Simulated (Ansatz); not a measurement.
MnS: relaxation of cell and atoms with LDA

The system is MnS.

```xyz
2
Lattice="1.8300 1.0565 2.9709 -1.8300 1.0565 2.9709 0.0000 -2.1131 2.9709" Properties=species:S:1:pos:R:3 pbc="T T T"
Mn    0.0000    0.0000    0.0000
S     0.0000    0.0000    4.4564
```

The cell is a database's computed one.

- Program: Ansatz 0.2.0
- Task: relaxation of cell and atoms
- Functional: LDA
- Potentials or basis: Ansatz PAW
- Cutoff: 420 eV (not typed: the program's choice for these potentials)
- k mesh: 7 × 7 × 7
- Occupations: fermi-dirac, width 0.05 eV
- Spin: collinear spin, ferromagnetic start
- Starting moments: [4.0, 0.0] μB
- Target pressure: 10 GPa
- Target pressure (GPa): 10

| Item | Value |
| --- | --- |
| Relaxed volume | 12.52 Å³/atom |
| Relaxed cell | a = 3.284 Å, b = 3.284 Å, c = 3.284 Å, α = 60.00°, β = 60.00°, γ = 60.00° |
| Space group after relaxing (to 0.05 Å) | Fm-3m (No. 225) |
| Energy change on relaxing (the enthalpy is what falls) | -112.7 meV/atom |
| Ionic steps | 7 |
| Pressure after relaxing | 10.0 GPa |
| Band gap on the k mesh | none (metal or under the smearing width) |
| Net moment | 3.09 μB per cell |
| Absolute moment | 3.10 μB per cell |
| Site moments | Mn +2.73; S +0.08 μB |

Step by step:
```tsv
step	energy change (eV)	largest force (eV/Å)	volume (Å³)
1	0.0000	0.0000	34.47
2	-0.2373	0.0000	29.70
3	-0.2463	0.0000	25.40
4	-0.2046	0.0000	24.72
5	-0.2252	0.0000	25.02
6	-0.2267	0.0000	25.04
7	-0.2253	0.0000	25.04
```

Final structure:
```
Mn S
1.0
     1.64203    0.94802    2.68115
    -1.64203    0.94802    2.68115
     0.00000   -1.89605    2.68115
Mn S
1 1
Cartesian
  0.0000 0.0000 0.0000
  0.0000 0.0000 4.0217
```

Levels at points of the mesh, in eV from the Fermi level:
Spin up:
```csv
k point,band 10,band 11,band 12,band 13,band 14,band 15
"(0.00, 0.00, 0.00)",-2.94,-1.87,-1.87,-1.86,5.34,9.83
```
Spin down:
| k point | band 5 | band 6 | band 7 | band 8 | band 9 | band 10 | band 11 | band 12 | band 13 | band 14 |
| --- | --- | --- | --- | --- | --- | --- | --- | --- | --- | --- |
| (0.00, 0.00, 0.00) | -16.62 | -1.65 | -1.65 | -1.64 | -0.98 | -0.98 | -0.98 | -0.85 | -0.85 | 5.83 |

Run time: 11 s on 2 threads of Arm Neoverse V2, with other jobs on the host, peak memory 0.33 GiB.

Caveat: the volume moved by over 15 % at a fixed basis, so the end points are rough; the plane-wave basis is chosen anew once the cell has moved, so the energies of steps on either side of that aren't comparable; a cell with one magnetic atom can't hold antiferromagnetic order, which such compounds often take; semilocal functionals often make such compounds metallic where correlation or magnetic order opens a gap, which also shifts bond lengths; the PAW data sets come from PBE, with cores solved anew for the run's functional, which leaves a small shift of forces and pressure. With open d or f shells a metallic result of LDA can be an artefact of self-interaction; +U or a hybrid may open a gap.
